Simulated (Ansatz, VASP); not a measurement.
One calculation of AlN, two programs

```xyz
4
Lattice="3.0887 0.0000 0.0000 -1.5444 2.6749 0.0000 0.0000 0.0000 4.9433" Properties=species:S:1:pos:R:3 pbc="T T T"
Al    0.0000    1.7833    0.0001
Al    1.5444    0.8916    2.4717
N     0.0000    1.7833    1.8883
N     1.5444    0.8916    4.3599
```

Alike in both runs: functional LDA; k mesh 8 × 8 × 5; no spin polarisation.

Ansatz relaxed the structure, and its values are those at the end. VASP's run is a single point on that final structure, the one shown.

```csv
,VASP,Ansatz
version,VASP 6.6.1,Ansatz 0.2.0
potentials or method,"VASP PAW LDA potentials, release 64 (Al, N)","scalar-relativistic, plane waves, PAW"
plane-wave cutoff (eV),520,420
occupations,"gaussian, width 0.01 eV",fixed
valence electrons in the cell,16,16
```

|  | VASP | Ansatz | Ansatz less VASP |
| --- | --- | --- | --- |
| gap on the k mesh at the Fermi level (eV) | 4.42 | 4.42 | -0.007 |
| least direct gap on the mesh (eV) | 4.42 | 4.42 | -0.007 |
| pressure (GPa) | 0.6 | 0.0 | -0.64 |

As with any semilocal functional, this LDA gap is likely too small.
